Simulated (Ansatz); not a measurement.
**Response of TaN to small distortions**

```xyz
6
Lattice="5.1960 0.0000 0.0000 -2.5980 4.4999 0.0000 0.0000 0.0000 2.9110" Properties=species:S:1:pos:R:3 pbc="T T T"
Ta    0.0000    2.9999    1.4555
Ta    2.5980    1.5000    1.4555
Ta    0.0000    0.0000    0.0000
N     2.0412    0.0000    0.0000
N     1.5774    2.7321    0.0000
N    -1.0206    1.7678    0.0000
```

Atoms are numbered in the order listed.

The cell comes from COD entry 2106407, which wasn't checked; take it as a given geometry.

No spin–orbit coupling, which matters for the heavy atoms here.

Theory: DFT, PBEsol, all-electron LAPW, scalar-relativistic in Ansatz 0.2.0.

Settings: a Γ-centred 6×6×9 k mesh, Fermi–Dirac smearing of 0.01 eV, basis error target 1 meV/atom, no spin polarisation.

The unchanged cell is at -3.79 GPa.

In a metal, stresses and small energies carry noise from the k mesh.

x, y and z are the Cartesian axes of the cell as listed; fractional coordinates follow a strain, and an engineering shear is twice the off-diagonal strain component.

One change gave: energy change +19 meV/atom; stress change (xx, yy, zz, yz, xz, xy) 0.94, 0.91, 0.67, 6.21, 6.16, 6.05 GPa, compression positive; change of the force on Ta3 (0.024, 0.393, -0.001) eV/Å. Which change was it?
A. equal xy, yz and zx engineering shear strains of -3 %
B. equal xy, yz and zx engineering shear strains of +2 %
C. equal xy, yz and zx engineering shear strains of -1 %

A. For equal xy, yz and zx engineering shear strains of -1 %: energy change +2 meV/atom; stress change (xx, yy, zz, yz, xz, xy) 0.16, 0.15, -0.03, 1.92, 1.92, 1.95 GPa, compression positive; change of the force on Ta3 (0.002, 0.128, 0.000) eV/Å. For equal xy, yz and zx engineering shear strains of +2 %: energy change +8 meV/atom; stress change (xx, yy, zz, yz, xz, xy) 0.50, 0.49, 0.09, -3.78, -3.74, -3.73 GPa, compression positive; change of the force on Ta3 (0.012, -0.255, 0.000) eV/Å.
